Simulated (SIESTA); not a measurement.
The system is Cu.

```
Cu
1.0
     0.00000    1.80750    1.80750
     1.80750    0.00000    1.80750
     1.80750    1.80750    0.00000
Cu
1
Cartesian
  0.0000 0.0000 0.0000
```

| Quantity | Value |
| --- | --- |
| Program | SIESTA 5.4.2 |
| Task | single point |
| Functional | PBEsol |
| Potentials or basis | PseudoDojo 0.4 standard (PBEsol files) |
| Basis | DZP (energy shift 0.003 Ry; two zetas on semicore shells) |
| Grid cutoff | 800 Ry |
| Energy shift | 0.003 Ry |
| k mesh | 13 × 13 × 13 |
| Occupations | fermi-dirac, width 0.05 eV |
| Spin | no spin polarisation |

On this cell: pressure -7.4 GPa; band gap on the k mesh none (metal or under the smearing width).

The same run follows on a disturbed copy (cell strained at random at fixed volume):

```
Cu
1.0
    -0.00858    1.79575    1.80169
     1.82295   -0.02405    1.81716
     1.79533    1.78360    0.00357
Cu
1
Cartesian
  0.0083 0.0555 -0.0414
```

**Question.** What does the disturbed cell give?

**Answer.** The energy (extrapolated to zero smearing) moves by +1.6 meV/atom; pressure -7.1 GPa; band gap on the k mesh none (metal or under the smearing width).

Stress tensor (GPa, compression positive):
```
-7.12  1.62 -0.78
 1.62 -6.90  0.62
-0.78  0.62 -7.34
```

Caveats: short orbitals over semicore shells can move pressures by several GPa; the basis of atomic orbitals isn't converged, which shifts pressures, moduli and gaps.
